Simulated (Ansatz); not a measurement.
# Al2O3 (P-3m1) in Ansatz: a series of runs

Aim: see how the results for Al2O3 move with the level of theory and the settings. Levels: BLYP+D4, PBE. Tasks: relaxation of cell and atoms, single point.

Program: Ansatz 0.2.0. These are calculated values, not measurements. Logs are shortened: lines on timing, memory, paths and dates and some standing lists are left out, and cuts for length are marked.

### Step 1. Starting point

The structure is trigonal, space group P-3m1 (No. 164). Conventional cell: a = 3.017 Å, b = 3.017 Å, c = 7.575 Å, α = 90.00°, β = 90.00°, γ = 120.00°. Al (site symmetry 3m) has 4 O at 1.68 to 1.84 Å as nearest neighbours. O (site symmetry -3m) has 2 Al at 1.68 Å as nearest neighbours. O (site symmetry 3m) has 3 Al at 1.84 Å as nearest neighbours.

Measurements of this composition are mostly on another form, of space group No. 167.

### Step 2. Relaxation of cell and atoms, BLYP+D4

File input.yaml:

```yaml
crystal:
  lattice:
    - [3.017482544, 0.0, 0.0]
    - [-1.508741272, 2.6132165386, 0.0]
    - [0.0, 0.0, 7.5746360022]
  atoms:
    - { symbol: Al, position: [0.0, 0.0, 0.722049] }
    - { symbol: Al, position: [0.0, 0.0, 0.277951] }
    - { symbol: O, position: [0.0, 0.0, 0.5] }
    - { symbol: O, position: [0.6666666667, 0.3333333333, 0.800546] }
    - { symbol: O, position: [0.3333333333, 0.6666666667, 0.199454] }
hamiltonian:
  xc: blyp
  pseudopotentials: { kind: paw }
  dispersion: d4
kpoints:
  mp_grid: { grid: [10, 10, 4] }
scf:
  occupations: { method: fermi_dirac, width: 0.05 }
output:
  forces: true
  stress: true
  eigenvalues: true
  write_density: true
  write_potential: true
  elf: true
  volumetric_format: npy
relax:
  f_tol: 0.01
  max_steps: 40
  cell: { stress_tol: 0.05 }
```

Potentials or basis: Ansatz PAW.

On the command line:

```
> ansatz run input.yaml --threads 2 --pin off --max-ram 5632MiB --backend cpu --events-out ev --progress --plain --runs-dir out
```

Standard output:

```text
Warning: RAYON_NUM_THREADS=2 ignored (pool sized by the plan → 2); use --threads N
Engine: ansatz 0.2.0, aarch64-unknown-linux-gnu
Pseudopotentials: kind: paw
Pseudopotential: Al, paw, valence charge 3, recommended cutoff 420 eV (normal), Al.paw.azcp
Pseudopotential: O, paw, valence charge 6, recommended cutoff 420 eV (normal), O.paw.azcp
Functional definition: BLYP
  parameter beta = 0.0042
  parameter a = 0.04918
  parameter b = 0.132
  parameter c = 0.2533
  parameter d = 0.349
  exchange = b88_x(beta = beta)
  correlation = lyp_c(a = a, b = b, c = c, d = d)
Crystal: 5 atoms, lattice volume = 59.729 Å³
Basis set: ecut = 420 eV, 1165 PW (Γ), exchange–correlation on 48×48×108 points (8 copies of the dense FFT grid, shifted against one another)
Bands: 17, of which v1, the nominal top of the filled ones, is band 12 counted from 1 (11 counted from 0)
Symmetry: 12 space group operations
Space group: P-3m1 (ITA 164), of the structure as read, at distance tolerance 3.9e-5 Å
k-points: 50 of 400
Non-local potential: Al, projectors of the file, l = 0: 2, l = 1: 2, l = 2: 1
Non-local potential: O, projectors of the file, l = 0: 2, l = 1: 2, l = 2: 1
PAW form: soft (Blöchl's): semilocal exchange-correlation on the pseudo side does not see the compensation charge
PAW frozen core: Al, regenerated for the run's functional, and the local potential with it (the file was generated under x = pbe(κ = 0.804, μ = 0.2195149727645171), c = pbe(β = 0.06672455060314922))
PAW frozen core: O, regenerated for the run's functional, and the local potential with it (the file was generated under x = pbe(κ = 0.804, μ = 0.2195149727645171), c = pbe(β = 0.06672455060314922))
PAW one-centre angular grid: Al, 110 points (default); XC on 64 Gauss nodes
PAW one-centre angular grid: O, 110 points (default); XC on 64 Gauss nodes
Initial density: superposition of atomic densities (neutral atoms: chi_scale 0, normalization atom), corrected by the library's trained network
Initial wavefunctions: pseudopotential atomic-orbital guess
Functional: x = b88, c = lyp
SCF iter   1: F=—  HF=-2798.664038 eV  |F-HF|=—  |Δ(HF+E_count)|=         —  Δρ=1.52e-2  dr2=9.12e-2  ethr=1.77e-3  ⟨swp⟩=6.0  Hψ=4969  notcnv=0
preconditioner: auto → none  [insulator: Δε(μ)=2.690 eV  Ē_g=15.229 eV  σ=0.050 eV  W_gap=1.00  n_scr=4 (ndim 8)  ℏωp=23.5 eV  f_vac=0.037  D(μ)=0.00/eV (n_scr^D=0)  ε∞_Penn≈3.4]
SCF iter   2: F=—  HF=-2798.644937 eV  |F-HF|=—  |Δ(HF+E_count)|=   1.91e-2  Δρ=6.95e-3  dr2=2.23e-2  ethr=3.80e-4  ⟨swp⟩=2.1  Hψ=1989  notcnv=0  defer=49
SCF iter   3: F=—  HF=-2798.638648 eV  |F-HF|=—  |Δ(HF+E_count)|=   6.29e-3  Δρ=1.22e-3  dr2=3.85e-4  ethr=9.29e-5  ⟨swp⟩=2.0  Hψ=1488  notcnv=0  defer=49
SCF iter   4: F=—  HF=-2798.638916 eV  |F-HF|=—  |Δ(HF+E_count)|=   2.69e-4  Δρ=8.57e-4  dr2=3.85e-4  ethr=1.60e-6  ⟨swp⟩=2.0  Hψ=1305  notcnv=0  defer=49
SCF iter   5: F=—  HF=-2798.638832 eV  |F-HF|=—  |Δ(HF+E_count)|=   8.40e-5  Δρ=7.72e-5  dr2=2.38e-6  ethr=1.60e-6  ⟨swp⟩=2.8  Hψ=1270  notcnv=0  defer=49
[... 129 lines left out ...]
SCF iter   6: F=-2798.679402 eV  HF=-2798.679402 eV  |F-HF|=1.36e-11  |Δ(HF+E_count)|=  1.50e-11  Δρ=4.09e-7  dr2=4.62e-11  ethr=1.00e-12  ⟨swp⟩=4.6  Hψ=3665  notcnv=0
SCF 11 converged in 6 iterations: F = -2798.679402 eV  dr2 = 4.62e-11
relax step  11: F+E_penalty+E_count = -2798.67940226 eV  Δ(F+E_penalty+E_count) = +3.038e-4 eV  max|allowed force component| = 1.309e-4 eV/Å  Δτ_max = 0.0000 Å  P = -0.003 GPa  Ω = 56.085 Å³  stress off target by 7.18e-3 GPa  SCF on the basis re-selected at this cell (its energy is not comparable with the rows above)  (6 SCF iters)
basis re-selected at this cell: Δ(F+E_penalty+E_count) = +3.038e-4 eV, ΔP = -0.003 GPa vs the last step (what re-selecting the basis moved, of the pressure what is left beyond the Pulay correction that the steps carried, after the strain that the cell walked since its last selection, with what the two solves' SCF thresholds leave and, on support functions, any second-order correction that the steps lacked; it is no measure of the basis error at this ecutwfc). This SCF's stress stands 7.18e-3 GPa from its target on what of the cell is left free (relax.cell.stress_tol is 5.00e-2 GPa) and its largest allowed force component is 1.31e-4 eV/Å (relax.f_tol is 1.00e-2 eV/Å): within both
SCF converged after 6 iterations
Free energy (F): -2798.679402 eV
Harris-Foulkes:  -2798.679402 eV  (|F-HF|=1.36e-11)
Internal energy: -2798.679402 eV  (E = F + TS)
E sigma→0 (E₀):  -2798.679402 eV
Fermi energy:    7.352327 eV
--- Per-component energies (eV) ---
  E_band       = -35.693760
  E_kinetic    = 585.804550
  E_local      = -1245.141872  (includes V_loc(G=0)·N_el)
  E_nonlocal   = 167.026918
  E_hartree    = 457.837961
  E_xc         = -300.618697
  E_vxc        = -339.381768  (∫ρ·V_xc dr)
  E_paw        = -1428.992437  (= ΣΔE_a)
  E_vpaw       = -119.685395  (= ΣTr[D̂ρ^β])
  E_aug_tail   = 0.007766  (compensation charges beyond the density's cutoff)
  E_ewald      = -1032.600584
  E_disp       = -2.035405  (pairwise vdW)
  E_core_change = 0.032398  (= ΣΔE_core)
  E_smearing   = -0.000000  (= −TS)
  E_closure    = -0.000000  (closes the sum)
  Σ components = -2798.679402   (vs F -2798.679402, Δ=0.00e0)
--- Forces (eV/Å), atoms counted from 1 ---
  atom   1  Al    -0.00000000    -0.00000000    -0.00003465
  atom   2  Al     0.00000000     0.00000000     0.00003465
  atom   3  O      0.00000000     0.00000000     0.00000000
  atom   4  O      0.00000000     0.00000000    -0.00013087
  atom   5  O     -0.00000000    -0.00000000     0.00013087
  max |Σ_I F_I| component: 1.39e-17 eV/Å
--- Stress (GPa, compression-positive) ---
       -0.001599       0.000000       0.000000
        0.000000      -0.001599      -0.000000
        0.000000      -0.000000      -0.007183
  P = ⅓ Tr σ = -0.0035 GPa (-0.035 kbar)
--- Band table (eV; the first three rows and the last of 50) ---
  k-point 0: bands = ["-13.7503", "-13.4657", "-10.8886", "0.1689", "1.2267", "2.1399", "2.1399", "2.1790", "2.1790", "3.7250", "5.9566", "5.9566", "8.6017", "10.7424", "13.8047", "16.9900", "17.7632"]
  k-point 1: bands = ["-13.7145", "-13.5086", "-10.8782", "-0.0544", "1.7012", "2.1372", "2.1372", "2.1821", "2.1821", "3.3778", "5.9563", "5.9563", "8.9293", "10.4215", "14.0850", "16.1130", "18.1625"]
  k-point 2: bands = ["-13.6470", "-13.5831", "-10.8680", "-0.2084", "2.1343", "2.1343", "2.1841", "2.1841", "2.4569", "2.6842", "5.9556", "5.9556", "9.5314", "9.8288", "14.4971", "15.4507", "18.0873"]
  k-point 49: bands = ["-12.6461", "-12.6266", "-10.3899", "-0.8374", "-0.3947", "-0.0190", "0.2532", "2.1885", "2.4413", "2.6550", "4.3699", "4.5804", "12.8164", "13.2156", "13.6052", "16.1682", "17.1126"]
--- Relaxed structure (8 steps of the walk, 8 accepted, 3 SCFs on fresh bases) ---
  F+E_penalty+E_count = -2798.67940226 eV   max|allowed force component| = 1.309e-4 eV/Å   (the final SCF, on the basis selected at the relaxed cell)
  cell:  # Å, volume = 56.0846 Å³
    - [2.9951188197913607, -1.9760778461572842e-33, -2.1022671747601192e-17]
    - [-1.4975594098956804, 2.5938489852921847, 1.051133587380059e-17]
    - [-5.2772164862341705e-17, 3.963791952134008e-33, 7.219127205183463]
  atoms:
    - { symbol: Al, position: [2.9310598804975053e-18, -3.310954200461301e-33, 0.731157106320541] }
    - { symbol: Al, position: [-2.9310598804974984e-18, 3.573816080965369e-33, 0.2688428936794589] }
    - { symbol: O, position: [3.0814879110195774e-33, -3.291915139022922e-34, 0.49999999999999994] }
    - { symbol: O, position: [0.6666666666666667, 0.3333333333333333, 0.8121264470517975] }
    - { symbol: O, position: [0.33333333333333337, 0.6666666666666669, 0.18787355294820257] }
```

rho_z.tsv:

```text
# z_ang	rho[e/angstrom^3]
# format = ansatz-planar-average/11
# lattice	2.995118820	-0.000000000	-0.000000000
# lattice	-1.497559410	2.593848985	0.000000000
# lattice	-0.000000000	0.000000000	7.219127205
# sites	5
# site	13	-0.000000000	-0.000000000	5.278316158
# site	13	-0.000000000	0.000000000	1.940811048
# site	8	-0.000000000	0.000000000	3.609563603
# site	8	1.497559410	0.864616328	5.862844128
# site	8	-0.000000000	1.729232657	1.356283077
0.000000	3.679849e-2
0.144383	4.188316e-2
0.288765	5.862137e-2
0.433148	9.143627e-2
0.577530	1.500448e-1
0.721913	2.498020e-1
[... 42 lines left out ...]
6.930362	5.862137e-2
7.074745	4.188316e-2
```

Run time: 22 s. Hardware: 2 threads of Arm Neoverse V2, shared host; peak memory 0.35 GiB.

What came out:

* Free energy: -2798.6794 eV
* Relaxed volume: 11.22 Å³/atom
* Relaxed cell: a = 2.995 Å, b = 2.995 Å, c = 7.219 Å, α = 90.00°, β = 90.00°, γ = 120.00°
* Space group after relaxing (to 0.05 Å): P-3m1 (No. 164)
* Energy gained by relaxing: 8.2 meV/atom
* Ionic steps: 11
* Pressure after relaxing: 0.0 GPa
* Band gap on the k mesh: 2.65 eV, direct

Step by step:
```
step  energy change (eV)  largest force (eV/Å)  volume (Å³)
   1              0.0000                0.1926        59.73
   2             -0.0464                0.1915        56.41
   3             -0.0486                0.1224        56.70
   4             -0.0513                0.0326        56.48
   5             -0.0515                0.0122        56.46
   6             -0.0514                0.0003        56.47
   7             -0.0405                0.0010        56.47
   8             -0.0426                0.0008        56.14
   9             -0.0409                0.0008        56.14
  10             -0.0412                0.0001        56.08
  11             -0.0409                0.0001        56.08
```

Final structure:
```
Al O
1.0
     2.99512    0.00000    0.00000
    -1.49756    2.59385    0.00000
     0.00000    0.00000    7.21913
Al O
2 3
Direct
  0.00000 0.00000 0.73116
  0.00000 0.00000 0.26884
  0.00000 0.00000 0.50000
  0.66667 0.33333 0.81213
  0.33333 0.66667 0.18787
```

Levels at points of the mesh, in eV from the valence-band top:
| k point | band 9 | band 10 | band 11 | band 12 | band 13 | band 14 | band 15 | band 16 |
| --- | --- | --- | --- | --- | --- | --- | --- | --- |
| (0.00, 0.00, 0.00) | -3.78 | -2.23 | 0.00 | 0.00 | 2.65 | 4.79 | 7.85 | 11.03 |
| (0.00, 0.00, -0.50) | -3.50 | -3.27 | 0.00 | 0.00 | 3.57 | 3.87 | 8.54 | 9.49 |
| (0.00, -0.50, 0.00) | -3.61 | -3.10 | -1.80 | -0.49 | 4.80 | 6.61 | 8.43 | 9.44 |
| (0.00, -0.50, -0.50) | -3.46 | -3.42 | -1.70 | -0.49 | 5.45 | 5.73 | 8.49 | 9.00 |

Caveat: the plane-wave basis is chosen anew once the cell has moved, so the energies of steps on either side of that aren't comparable; the pressure holds a Pulay correction of +0.8 GPa for the finite cutoff; the PAW data sets come from PBE, with cores solved anew for the run's functional, which leaves a small shift of forces and pressure. A k mesh can miss the band edges.

### Step 3. Single point, PBE

input.yaml: that of step 2 with these lines changed.

```diff
@@ -12,5 +12,4 @@
 hamiltonian:
-  xc: blyp
+  xc: pbe
   pseudopotentials: { kind: paw }
-  dispersion: d4
 kpoints:
@@ -18,3 +17,3 @@
 scf:
-  occupations: { method: fermi_dirac, width: 0.05 }
+  occupations: { method: gaussian, width: 0.015 }
 output:
@@ -23,9 +22 @@
   eigenvalues: true
-  write_density: true
-  write_potential: true
-  elf: true
-  volumetric_format: npy
-relax:
-  f_tol: 0.01
-  max_steps: 40
-  cell: { stress_tol: 0.05 }
```

Potentials or basis: Ansatz PAW.

On the command line:

```
> ansatz run input.yaml --threads 2 --pin off --max-ram 5632MiB --backend cpu --events-out ev --progress --plain --runs-dir out
```

Standard output:

```text
Warning: RAYON_NUM_THREADS=2 ignored (pool sized by the plan → 2); use --threads N
Engine: ansatz 0.2.0, aarch64-unknown-linux-gnu
Pseudopotentials: kind: paw
Pseudopotential: Al, paw, valence charge 3, recommended cutoff 420 eV (normal), Al.paw.azcp
Pseudopotential: O, paw, valence charge 6, recommended cutoff 420 eV (normal), O.paw.azcp
Functional definition: PBE
  parameter kappa = 0.804
  parameter beta = 0.06672455060314922
  exchange = pbe_x(kappa = kappa, mu = beta*pi^2/3)
  correlation = pbe_c(beta = beta)
Crystal: 5 atoms, lattice volume = 59.729 Å³
Basis set: ecut = 420 eV, 1165 PW (Γ), exchange–correlation on 48×48×108 points (8 copies of the dense FFT grid, shifted against one another)
Bands: 17, of which v1, the nominal top of the filled ones, is band 12 counted from 1 (11 counted from 0)
Symmetry: 12 space group operations
Space group: P-3m1 (ITA 164), of the structure as read, at distance tolerance 3.9e-5 Å
k-points: 50 of 400
Non-local potential: Al, projectors of the file, l = 0: 2, l = 1: 2, l = 2: 1
Non-local potential: O, projectors of the file, l = 0: 2, l = 1: 2, l = 2: 1
PAW form: soft (Blöchl's): semilocal exchange-correlation on the pseudo side does not see the compensation charge
PAW one-centre angular grid: Al, 110 points (default); XC on 64 Gauss nodes
PAW one-centre angular grid: O, 110 points (default); XC on 64 Gauss nodes
Initial density: superposition of atomic densities (neutral atoms: chi_scale 0, normalization atom), corrected by the library's trained network
Initial wavefunctions: pseudopotential atomic-orbital guess
Functional: x = pbe(κ = 0.804, μ = 0.2195149727645171), c = pbe(β = 0.06672455060314922)
SCF iter   1: F=—  HF=-2783.601523 eV  |F-HF|=—  |Δ(HF+E_count)|=         —  Δρ=1.87e-3  dr2=4.23e-3  ethr=1.77e-3  ⟨swp⟩=6.3  Hψ=5159  notcnv=0
preconditioner: auto → none  [insulator: Δε(μ)=2.386 eV  Ē_g=15.029 eV  σ=0.015 eV  W_gap=1.00  n_scr=4 (ndim 8)  ℏωp=23.5 eV  f_vac=0.037  D(μ)=0.00/eV (n_scr^D=0)  ε∞_Penn≈3.5]
SCF iter   2: F=—  HF=-2783.601656 eV  |F-HF|=—  |Δ(HF+E_count)|=   1.33e-4  Δρ=1.72e-3  dr2=1.21e-3  ethr=1.76e-5  ⟨swp⟩=2.7  Hψ=2024  notcnv=0  defer=50
SCF iter   3: F=—  HF=-2783.601666 eV  |F-HF|=—  |Δ(HF+E_count)|=   1.04e-5  Δρ=6.92e-4  dr2=2.11e-4  ethr=5.04e-6  ⟨swp⟩=2.1  Hψ=1437  notcnv=0
automatic band count: iteration 3 solves 16 bands in place of 17: the levels show a gap, and the empty bands left out lie too high to hold charge; the band table lists the bands solved (type scf.n_extra_bands for more)
SCF iter   4: F=—  HF=-2783.601752 eV  |F-HF|=—  |Δ(HF+E_count)|=   8.58e-5  Δρ=3.18e-4  dr2=3.39e-5  ethr=8.81e-7  ⟨swp⟩=2.2  Hψ=1143  notcnv=0
SCF iter   5: F=—  HF=-2783.601955 eV  |F-HF|=—  |Δ(HF+E_count)|=   2.03e-4  Δρ=9.47e-5  dr2=2.87e-6  ethr=1.41e-7  ⟨swp⟩=2.0  Hψ=1300  notcnv=0
SCF iter   6: F=—  HF=-2783.601958 eV  |F-HF|=—  |Δ(HF+E_count)|=   2.71e-6  Δρ=2.32e-5  dr2=1.23e-7  ethr=1.20e-8  ⟨swp⟩=2.0  Hψ=1203  notcnv=0
SCF iter   7: F=-2783.601958 eV  HF=-2783.601958 eV  |F-HF|=1.03e-8  |Δ(HF+E_count)|=   2.77e-7  Δρ=4.29e-6  dr2=6.81e-9  ethr=4.17e-10  ⟨swp⟩=5.0  Hψ=3497  notcnv=0
SCF 1 converged in 7 iterations: F = -2783.601958 eV  dr2 = 6.81e-9
SCF converged after 7 iterations
Free energy (F): -2783.601958 eV
Harris-Foulkes:  -2783.601958 eV  (|F-HF|=1.03e-8)
Internal energy: -2783.601958 eV  (E = F + TS)
E sigma→0 (E₀):  -2783.601958 eV
Fermi energy:    6.145042 eV
--- Per-component energies (eV) ---
  E_band       = -57.784184
  E_kinetic    = 582.168322
  E_local      = -1328.311104  (includes V_loc(G=0)·N_el)
  E_nonlocal   = 163.487659
  E_hartree    = 492.441733
  E_xc         = -303.265362
  E_vxc        = -343.450388  (∫ρ·V_xc dr)
  E_paw        = -1410.907116  (= ΣΔE_a)
  E_vpaw       = -116.570681  (= ΣTr[D̂ρ^β])
  E_aug_tail   = 0.007492  (compensation charges beyond the density's cutoff)
  E_ewald      = -979.223582
  E_smearing   = -0.000000  (= −TS)
  E_closure    = -0.000000  (closes the sum)
  Σ components = -2783.601958   (vs F -2783.601958, Δ=0.00e0)
--- Forces (eV/Å), atoms counted from 1 ---
  atom   1  Al     0.00000000     0.00000000    -0.12371204
  atom   2  Al     0.00000000    -0.00000000     0.12371204
  atom   3  O      0.00000000     0.00000000     0.00000000
  atom   4  O     -0.00000000    -0.00000000    -0.08217829
  atom   5  O     -0.00000000     0.00000000     0.08217829
  max |Σ_I F_I| component: 9.25e-18 eV/Å
--- Stress (GPa, compression-positive) ---
       -0.589719       0.000000      -0.000000
        0.000000      -0.589719      -0.000000
       -0.000000       0.000000      -0.391465
  P = ⅓ Tr σ = -0.5236 GPa (-5.236 kbar)
--- Band table (eV; the first three rows and the last of 50) ---
  k-point 0: bands = ["-14.6048", "-14.4149", "-11.8631", "-0.8471", "0.5067", "1.2695", "1.2695", "1.2841", "1.2841", "2.6455", "4.9950", "4.9950", "7.2949", "9.2853", "12.3582", "15.5334"]
  k-point 1: bands = ["-14.5791", "-14.4440", "-11.8580", "-0.9752", "0.8429", "1.2668", "1.2668", "1.2873", "1.2873", "2.3571", "4.9949", "4.9949", "7.5981", "8.9734", "12.6513", "14.4694"]
  k-point 2: bands = ["-14.5239", "-14.5026", "-11.8530", "-1.0770", "1.2644", "1.2644", "1.2895", "1.2895", "1.3346", "1.8918", "4.9947", "4.9947", "8.2392", "8.3281", "13.1367", "13.7548"]
  k-point 49: bands = ["-13.5747", "-13.5672", "-11.3905", "-1.6804", "-1.2916", "-0.8873", "-0.6777", "1.2816", "1.4891", "1.7409", "3.4499", "3.6573", "11.5190", "11.8988", "12.6577", "14.7881"]
```

It took 1.5 s on 2 threads of Arm Neoverse V2, shared host; peak memory 0.33 GiB.

What came out:

```yaml
Free_energy: -2783.6020 eV
Pressure: -0.5 GPa
Largest_force: 0.124 eV/Å
Band_gap_on_the_k_mesh: 2.30 eV, direct
```

Forces on the atoms (eV/Å):
```
Al   0.000  0.000 -0.124
Al   0.000  0.000  0.124
O    0.000  0.000  0.000
O    0.000  0.000 -0.082
O    0.000  0.000  0.082
```

Caveat: the pressure holds a Pulay correction of +0.6 GPa for the finite cutoff. A k mesh can miss the band edges.
